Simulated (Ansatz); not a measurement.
## How NiO answers to pressure

Space group Fm-3m (No. 225). a = 4.183 Å, b = 4.183 Å, c = 4.183 Å, α = 90.00°, β = 90.00°, γ = 90.00°
| atom | site | symmetry | x | y | z |
| --- | --- | --- | --- | --- | --- |
| Ni | 4a | m-3m | 0.0000 | 0.0000 | 0.0000 |
| O | 4b | m-3m | 0.5000 | 0.0000 | 0.0000 |

The runs use the primitive cell with vectors (0.000, 2.091, 2.091), (2.091, 0.000, 2.091), (2.091, 2.091, 0.000) Å, to which the k mesh refers.

The cell is COD entry 4320487, as deposited and not checked against the literature; nothing was relaxed.

Semilocal functionals without U often leave such compounds metallic or with too small a gap, and the real magnetic order may differ.

Other magnetic orders may lie lower; this is the state that the run reached.

The calculation used DFT, PBE, all-electron LAPW, scalar-relativistic (Ansatz 0.2.0).

Sampling and basis: a Γ-centred 15×15×15 k mesh, Fermi–Dirac smearing of 0.03 eV, basis error target 0.25 meV/atom, spin-polarised from start moments Ni1 1.5 μB.

The cell is scaled evenly with fractional coordinates held.

| V/V(cell) | P (GPa) | cell moment (μB) |
| --- | --- | --- |
| 0.9405 | 17.59 | 1.625 |
| 0.9800 | 8.54 | 1.734 |
| 1.0000 | 4.71 | 1.791 |
| 1.0200 | 1.23 | 1.841 |

(1) From the rows at 0.9800 and 1.0200, what is the bulk modulus at the cell's volume?

(2) How does the moment scale with volume?

(3) Predict the row at V/V(cell) = 1.0600. How far is a linear estimate of P off?

## Answers

(1) B = −ΔP/Δln V = −[(1.23) − (8.54)]/0.04001 = 182.7 GPa.

(2) dln M/dln V = ln(1.841/1.734)/0.04001 = 1.5: expansion raises it.

(3) P = -5.02 GPa, moment 1.905 μB. The linear estimate P(cell) − B ln(V/V(cell)) = -5.94 GPa misses by 0.92 GPa, since the modulus falls on expansion.
